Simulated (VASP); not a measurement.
# KF, deformation potentials: which settings are enough?

KF, Pm-3m (no. 221), 2 atoms in the cell. PBE, strained cells; PAW potentials K_sv, F (PBE set). VASP 6.6.1.

Wanted: gap against ln V within 0.1 eV.

The series start from Relative volume step: 0.02; Cutoff (eV): 500; k-point spacing (1/Å): 0.3. Each series keeps the choices made before it, and each single choice may use up half of a tolerance. Times cover all steps of a run.

## Relative volume step

| Relative volume step | Gap against ln V (eV) | Time (s) |
|---|---|---|
| 0.06 | -6.90 | 16 |
| 0.02 | -6.89 | 15 |
| 0.01 (reference) | -6.86 | 16 |

## Cutoff (eV)

| Cutoff (eV) | Gap against ln V (eV) | Time (s) |
|---|---|---|
| 320 | -6.73 | 15 |
| 400 | -6.88 | 16 |
| 500 | -6.90 | 16 |
| 640 (reference) | -6.91 | 21 |

## k-point spacing (1/Å)

| k-point spacing (1/Å) | Gap against ln V (eV) | Time (s) |
|---|---|---|
| 0.9 | -6.86 | 12 |
| 0.5 | -6.90 | 13 |
| 0.3 | -6.88 | 16 |
| 0.2 (reference) | -6.87 | 18 |

## Question

The rows run from the loosest to the tightest. For each series: choose the loosest value from which every tighter one stays within half of the tolerance.

## Answer

- Relative volume step: 0.06
- Cutoff (eV): 400
- k-point spacing (1/Å): 0.9

## All choices together

| Input | Gap against ln V (eV) | Time (s) |
|---|---|---|
| quick settings (naive) | -5.64 | 9.5 |
| chosen settings | -6.86 | 12 |
| reference settings throughout | -6.84 | 28 |

The tolerance is met.

## The input

INCAR.step1:
```
PREC = Accurate
ENCUT = 600
EDIFF = 1E-7
ISMEAR = 0
SIGMA = 0.05
ALGO = Normal
LREAL = F
LASPH = T
NELM = 100
LWAVE = F
LCHARG = F
IBRION = 2
NSW = 30
ISIF = 3
EDIFFG = -0.005
KPAR = 4
```

INCAR.step2:
```
PREC = Accurate
ENCUT = 400
EDIFF = 1E-6
ISMEAR = 0
SIGMA = 0.05
ALGO = Normal
LREAL = F
LASPH = T
NELM = 100
LWAVE = F
LCHARG = F
KPAR = 4
```

KPOINTS.step1:
```
k-points
0
Gamma
  7 7 7
```

KPOINTS.step2:
```
Automatic mesh
0
Gamma
  3 3 3
  0 0 0
```

POSCAR.step1:
```
KF
1.0
    3.2589550000      0.0000000000      0.0000000000
    0.0000000000      3.2589550000      0.0000000000
    0.0000000000      0.0000000000      3.2589550000
K F
1 1
Direct
    0.0000000000      0.0000000000      0.0000000000
    0.5000000000      0.5000000000      0.5000000000
```

POSCAR.step3:
```
KF
1.0
    3.3228723057      0.0000000000      0.0000000000
    0.0000000000      3.3228723057      0.0000000000
    0.0000000000      0.0000000000      3.3228723057
K F
1 1
Direct
    0.0000000000      0.0000000000      0.0000000000
    0.5000000000      0.5000000000      0.5000000000
```

POSCAR.step4:
```
KF
1.0
    3.1924270469      0.0000000000      0.0000000000
    0.0000000000      3.1924270469      0.0000000000
    0.0000000000      0.0000000000      3.1924270469
K F
1 1
Direct
    0.0000000000      0.0000000000      0.0000000000
    0.5000000000      0.5000000000      0.5000000000
```

Commands (each step's output is kept before the next begins):
```
cat potpaw_PBE.64/K_sv/POTCAR potpaw_PBE.64/F/POTCAR > POTCAR
cp INCAR.step1 INCAR
cp KPOINTS.step1 KPOINTS
cp POSCAR.step1 POSCAR
mpirun -np 4 vasp_std > vasp.out
rm WAVECAR CHG
cp INCAR.step2 INCAR
cp KPOINTS.step2 KPOINTS
mpirun -np 4 vasp_std > vasp.out
rm WAVECAR CHG
cp POSCAR.step3 POSCAR
mpirun -np 4 vasp_std > vasp.out
rm WAVECAR CHG
cp POSCAR.step4 POSCAR
mpirun -np 4 vasp_std > vasp.out
```

The chosen input took VASP 6.6.1 12 s on 4 cores (Intel Xeon Platinum 8259CL @ 2.50GHz (Skylake/Cascade Lake)), a shared host.
